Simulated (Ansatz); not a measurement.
CsCl (Pm-3m) from a database structure was relaxed with 5 functionals in the plane-wave code Ansatz, cell and atoms free, the symmetry of the start kept (meshes: PBE 6×6×6, r2SCAN 6×6×6, PBEsol 6×6×6, LDA 6×6×6, HSE06 4×4×4). (Simulation; spin polarisation is off.)

The PBEsol result:
```xyz
2
Lattice="4.0711 0.0000 0.0000 0.0000 4.0711 0.0000 0.0000 0.0000 4.0711" Properties=species:S:1:pos:R:3 pbc="T T T"
Cs    0.0000    0.0000    0.0000
Cl    2.0356    2.0356    2.0356
```

It is cubic, Pm-3m (No. 221); a = 4.071 Å in the conventional setting, 33.74 Å³ an atom. Around Cs lie 8 Cl at 3.53 Å; around Cl lie 8 Cs at 3.53 Å.

(1) Order the functionals by the relaxed volume, smallest first.
A. PBE
B. LDA
C. PBEsol
D. HSE06
E. r2SCAN

(2) What lattice does HSE06 give?

(3) How does the cell change with r2SCAN?

(4) Held at the r2SCAN cell, what mean stress do LDA and PBE find, and does its sign point to their own minimum?

## Answers

(1) B (31.29 Å³/atom), C (33.74 Å³/atom), E (35.40 Å³/atom), D (36.38 Å³/atom), A (37.12 Å³/atom).

(2) a = 4.175 Å; the volume differs by +7.8 % from PBEsol's. Cs is surrounded by 8 Cl at 3.62 Å; Cl is surrounded by 8 Cs at 3.62 Å.

(3) a = 4.137 Å; the volume differs by +4.9 % from PBEsol's. Around Cs lie 8 Cl at 3.58 Å; around Cl lie 8 Cs at 3.58 Å.

(4) Yes. LDA -2.22 GPa, and its relaxed volume is -11.6 % from r2SCAN's; PBE +0.81 GPa, and its relaxed volume is +4.9 % from r2SCAN's. Compression counts positive, so a positive stress asks for a larger cell.
